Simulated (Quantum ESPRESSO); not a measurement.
# Al2O3 under changes of volume

One of the cells (13.454 Å³/atom); the others are scaled copies at fixed shape and fractional positions:

```
CELL_PARAMETERS angstrom
2.88432 0.00000 0.00000
-1.44216 2.49790 0.00000
0.00000 0.00000 9.33675
ATOMIC_POSITIONS crystal
Al 0.00000 0.00000 0.85001
Al 0.00000 0.00000 0.14999
O 0.33333 0.66667 0.77768
O 0.66667 0.33333 0.00000
O 0.33333 0.66667 0.22232
```

Measurements of this composition are mostly on another form, of space group No. 167.

```yaml
Program: Quantum ESPRESSO 7.5
Functional: LDA
Potentials_or_basis: GBRV 1.5 LDA
Cutoff: 612 eV
Density_cutoff: 4898 eV
k_mesh: 11 × 11 × 3
Occupations: fermi-dirac, width 0.05 eV
Spin: no spin polarisation
```

```tsv
volume (Å³/atom)	energy over the lowest point (meV/atom)	pressure (GPa)	gap on the mesh (eV)
12.647	?	?	?
12.916	0.00	-0.2	5.13
13.185	2.74	-3.3	4.94
13.454	10.44	-6.1	4.77
13.723	22.59	-8.6	4.59
13.992	38.76	-10.8	4.43
14.261	58.55	-12.9	4.27
```

Task: What does the run at 12.647 Å³/atom give?

Result: Energy over the lowest point 2.74 meV/atom; pressure 3.3 GPa; gap on the mesh 5.31 eV.

Worked out: A Birch-Murnaghan fit of order 3 (a polynomial in V^(-2/3)) to the other rows has its minimum at 12.91 Å³/atom, just outside them, with B0 = V·E''(V) = 157 GPa and B' = 4.1 at fixed shape and positions, which overstates the stiffness. It gives 2.76 meV/atom at 12.647 Å³/atom, against the run's 2.74, and -dE/dV = 3.4 GPa, against 3.3. A straight line through the other rows of the gap, of slope -8.67 eV per unit of ln V, extrapolates to 5.31 eV, against the run's 5.31.

Energies are extrapolated to zero smearing.

Caveats: an odd mesh through Γ misses points on the zone boundary, where band edges often lie.
